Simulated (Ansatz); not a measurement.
An Ansatz (a quantum-chemistry and plane-wave program) run: RuO2 with a change (uniaxial stress, 0.5 GPa compression along z); r2SCAN (Ansatz, PAW, no spin-orbit coupling).

Input:

Ansatz 0.2 input:
```yaml
crystal:
  lattice:
    - [4.4799299606, 0, 0]
    - [0, 4.4799299606, 0]
    - [0, 0, 3.1069077823]
  atoms:
    - { symbol: Ru, position: [0.5, 0.5, 0.5] }
    - { symbol: Ru, position: [0, 0, 0] }
    - { symbol: O, position: [0.8053249124, 0.8053249124, 0.5] }
    - { symbol: O, position: [0.3053249124, 0.6946750876, 0] }
    - { symbol: O, position: [0.6946750876, 0.3053249124, 0] }
    - { symbol: O, position: [0.1946750876, 0.1946750876, 0.5] }
basis: { ecutwfc: 500, ecutrho_ratio: 4, xc_grid: 4, fft_grid_basis: typed }
kpoints: { mp_grid: { grid: [11, 11, 15] } }
hamiltonian:
  xc: r2scan
  dispersion: none
  pseudopotentials: { kind: paw }
scf: { occupations: { method: fermi_dirac, width: 0.05 } }
relax: { f_tol: 0.005, max_steps: 50, cell: { stress_tol: 0.01, sigma_target: [0, 0, 0.5, 0, 0, 0] } }
output: { forces: true, stress: true }
checkpoint: { write: state.ck, write_every: 1000 }
```

Output (explanatory and most iteration lines left out):

```
Relaxation: its limit of steps is 50 (relax.max_steps)
Pseudopotential: Ru, paw, valence charge 16
Pseudopotential: O, paw, valence charge 6
Crystal: 6 atoms, lattice volume = 62.355 Å³
Basis set: ecut = 500 eV, 1559 PW (Γ), exchange–correlation on 144×144×96 points (64 copies of the dense FFT grid, shifted against one another)
Bands: 34, of which v1, the nominal top of the filled ones, is band 28 counted from 1 (27 counted from 0)
Symmetry: 16 space group operations
Space group: P42/mnm (ITA 136), of the structure as read, at distance tolerance 4.0e-5 Å
k-points: 168 of 1815
Functional: x = r2scan, c = r2scan; τ floored in thin density (d = 2e-4 eV/Å³)
SCF iter   1: F=—  HF=-14052.369266 eV  |F-HF|=—  |Δ(HF+E_count)|=         —  Δρ=2.02e-2  dr2=1.37e-1  dr2_τ=4.27e-1  ethr=1.77e-3  ⟨swp⟩=6.0  Hψ=21993  notcnv=0  defer=12
SCF iter   2: F=—  HF=-14052.459096 eV  |F-HF|=—  |Δ(HF+E_count)|=   8.98e-2  Δρ=5.45e-3  dr2=7.79e-3  dr2_τ=4.26e-3  ethr=2.44e-4  ⟨swp⟩=2.6  Hψ=12599  notcnv=0  defer=20
SCF 1 converged in 7 iterations: F = -14052.456823 eV  dr2 = 6.66e-9
relax step   1: F+E_penalty+E_count = -14052.45682324 eV  Δ(F+E_penalty+E_count) = +0.000e0 eV  max|allowed force component| = 4.376e-5 eV/Å  Δτ_max = 0.0000 Å  P = -0.003 GPa  Ω = 62.355 Å³  (7 SCF iters, dr2 threshold 1.00e-7 eV, accepted)
[... steps on the carried basis left out ...]
relax step   5: F+E_penalty+E_count = -14052.45671185 eV  Δ(F+E_penalty+E_count) = +1.771e-5 eV  max|allowed force component| = 1.038e-5 eV/Å  Δτ_max = 0.0000 Å  P = +0.166 GPa  Ω = 62.333 Å³  stress off target by 3.45e-3 GPa  SCF on the basis re-selected at this cell (its energy is not comparable with the rows above)  (4 SCF iters)
SCF converged after 4 iterations
Free energy (F): -14052.456712 eV
Internal energy: -14052.432170 eV  (E = F + TS)
E sigma→0 (E₀):  -14052.444441 eV
Entropy (-TS):   -0.024542 eV (-4.090 meV/atom)
Fermi energy:    12.841280 eV
--- Forces (eV/Å), atoms counted from 1 ---
  atom   1  Ru     0.00000000     0.00000000     0.00000000
  atom   2  Ru     0.00000000     0.00000000     0.00000000
  atom   3  O      0.00001038     0.00001038     0.00000000
  atom   4  O      0.00001038    -0.00001038     0.00000000
  atom   5  O     -0.00001038     0.00001038     0.00000000
  atom   6  O     -0.00001038    -0.00001038     0.00000000
--- Stress (GPa, compression-positive) ---
        0.000090       0.000000       0.000000
        0.000000       0.000090       0.000000
        0.000000       0.000000       0.496552
  P = ⅓ Tr σ = 0.1656 GPa (1.656 kbar)
--- Relaxed structure (4 steps of the walk, 4 accepted, 1 SCFs on fresh bases) ---
  cell:  # Å, volume = 62.3330 Å³
    - [4.481728047493944, 1.359882724746778e-35, 0.0]
    - [1.359882724746778e-35, 4.481728047493944, 0.0]
    - [0.0, 0.0, 3.103322353020923]
  atoms:
    - { symbol: Ru, position: [0.5, 0.5, 0.49999999999999994] }
    - { symbol: Ru, position: [-1.4621630657270268e-20, -7.562912408932893e-21, 0.0] }
    - { symbol: O, position: [0.8052258016440897, 0.8052258016440897, 0.49999999999999994] }
    - { symbol: O, position: [0.30522580164408963, 0.6947741983559103, 0.0] }
    - { symbol: O, position: [0.6947741983559103, 0.30522580164408963, 0.0] }
    - { symbol: O, position: [0.1947741983559103, 0.1947741983559103, 0.49999999999999994] }
```

Without a gap, meshes like the base's 11×11×15 leave anisotropic stresses uncertain by several tenths of a GPa, and small strain energies with them. Load acts through the strain it causes; cell and atoms are relaxed under it. sigma_target is in GPa, compression positive, in the order xx, yy, zz, yz, xz, xy. Beyond what the load breaks, stability against distortions was not tested. No Hubbard U is applied, and correlation can decide whether such a compound is a metal. All final runs are without spin polarisation. The cell was made from RuO2 in the rutile structure (space group P4_2/mnm, No. 136) by this change: uniaxial stress, 0.5 GPa compression along z.
